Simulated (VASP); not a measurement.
Input of a VASP 6.6.1 run:

File INCAR:

```
PREC     = Accurate       # precision mode
ENCUT    = 520            # plane-wave cutoff, eV
EDIFF    = 1E-6           # SCF threshold, eV
ISMEAR   = -1             # smearing method
SIGMA    = 0.1            # smearing width, eV
LREAL    = False          # projectors in reciprocal space
LASPH    = True           # aspherical terms in the spheres
NELM     = 80             # most SCF steps
ALGO     = Fast           # electronic algorithm
ISIF     = 2              # what is computed and relaxed
LWAVE    = False          # write WAVECAR
LCHARG   = False          # write CHGCAR
GGA      = PS             # functional
NBANDS   = 14             # bands
```

The input KPOINTS:

```
regular mesh
0
Gamma
  14 14 14
```

POSCAR

```
Rh
1.0
    2.4322480380      0.0000000000      0.0000000000
    0.0000000000      2.4322480380      0.0000000000
    0.0000000000      0.0000000000      2.4322480380
Rh
1
Direct
    0.0000000000      0.0000000000      0.0000000000
```

Potentials or basis: VASP PAW PBE potentials, release 64 (Rh_pv).

Run with:

```sh
$ cat potpaw_PBE.64/Rh_pv/POTCAR > POTCAR
$ mpirun -np 1 vasp_std > vasp.out
```

What does it give for the band gap on the k mesh?

None (metal or under the smearing width).

Estimate the pressure.

21.4 GPa.

Caveat: so large a pressure means that the cell lies far from this level's equilibrium, or that cutoff or potentials fall short; the potentials were made for another functional, which shifts forces and pressure.
